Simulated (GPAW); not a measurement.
The system is SnTe.

```
Te Sn
1.0
     0.00000    3.15085    3.15085
     3.15085    0.00000    3.15085
     3.15085    3.15085    0.00000
Te Sn
1 1
Direct
  0.50000 0.50000 0.50000
  0.00000 0.00000 0.00000
```

Program: GPAW 26.7.0. Alike in all runs: task band structure; potentials or basis PAW data sets generated in the run's folder for this functional, pw; spin SOC, no magnetisation; cell as given; cutoff (eV) 600; smearing fermi-dirac 0.05 eV.

Problem. Order these runs on this cell by their pressure, lowest first.
A. level PBEsol; k mesh 7 × 7 × 7; band points 80; spin axis theta (degrees) 0; spin axis phi (degrees) 0
B. level OLYP; k mesh 6 × 6 × 6; eigensolver davidson; band points 100; spin axis theta (degrees) 0; spin axis phi (degrees) 0
C. level BLYP; k mesh 6 × 6 × 6; eigensolver davidson; band points 80; spin axis theta (degrees) 90; spin axis phi (degrees) 45

Solution. A (-0.7 GPa), B (2.8 GPa), C (5.9 GPa).

Caveats: spin-orbit coupling was added after a scalar SCF, so levels and gaps hold it while energy, forces, pressure and moments don't.
